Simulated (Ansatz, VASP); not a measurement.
Given: the input of a run of Ansatz 0.2.0 on Fe. 

Contents of input.yaml:

```yaml
crystal:
  lattice:
    - [-1.443, 1.443, 1.443]
    - [1.443, -1.443, 1.443]
    - [1.443, 1.443, -1.443]
  atoms:
    - { symbol: Fe, position: [0.0, 0.0, 0.0], spin: 3.0 }
kpoints:
  mp_grid: { grid: [13, 13, 13] }
scf:
  occupations: { method: fermi_dirac, width: 0.05 }
hamiltonian:
  xc: pbesol
  pseudopotentials: { kind: all_electron, lapw: { basis_error: 0.001 } }
magnetization:
  spin_polarized: true
output:
  forces: true
  stress: true
relax:
  f_tol: 0.01
  max_steps: 60
  cell: {}
```

Potentials or basis: all-electron LAPW, scalar-relativistic.

Command:

```sh
$ ansatz run input.yaml --threads 2 --pin off --max-ram 6144MiB --backend cpu --events-out ev --progress --plain --runs-dir out
```

Task: What does the same run look like in VASP 6.6.1? Potentials or basis there: PBE PAW files Fe, 600 eV.

Result: As run (cutoffs and basis follow the program's own potentials, and thresholds, step limits or extra output files can differ):

Contents of INCAR:

```
PREC = Accurate ; ENCUT = 600
EDIFF = 1E-6 ; ISMEAR = -1
SIGMA = 0.05 ; LREAL = F
LASPH = T ; NELM = 100
ALGO = Normal ; ISIF = 3
LWAVE = F ; LCHARG = F
ISPIN = 2 ; MAGMOM = 3
LORBIT = 11 ; LMAXMIX = 4
GGA = PS ; IBRION = 2
NSW = 40 ; EDIFFG = -0.01
```

Contents of KPOINTS:

```
regular mesh
0
Gamma
  13 13 13
```

POSCAR

```
Fe
1.0
   -1.4430000000      1.4430000000      1.4430000000
    1.4430000000     -1.4430000000      1.4430000000
    1.4430000000      1.4430000000     -1.4430000000
Fe
1
Direct
    0.0000000000      0.0000000000      0.0000000000
```

Potentials or basis: VASP PAW PBE potentials, release 64 (Fe).

The run is started by

```bash
$ cat potpaw_PBE.64/Fe/POTCAR > POTCAR
$ mpirun -np 1 vasp_std > vasp.out
```

Both were run:

|  | Ansatz | VASP |
| --- | --- | --- |
| Relaxed volume | 10.79 Å³/atom | 10.79 Å³/atom |
| Relaxed cell | a = 2.411 Å, b = 2.411 Å, c = 2.411 Å, α = 109.47°, β = 109.47°, γ = 109.47° | a = 2.411 Å, b = 2.411 Å, c = 2.411 Å, α = 109.47°, β = 109.47°, γ = 109.47° |
| Space group after relaxing | Im-3m (No. 229) | Im-3m (No. 229) |
| Pressure after relaxing | 0.0 GPa | 0.1 GPa |
| Net moment | 2.05 μB per cell | 2.07 μB per cell |

VASP's potentials were made for PBE.

Where Ansatz's input types no cutoff or centring, it takes its own default and a Γ-centred mesh.

The magnetic state is the one that the start led to; the real crystal's order can differ.

Pressure is positive in compression.
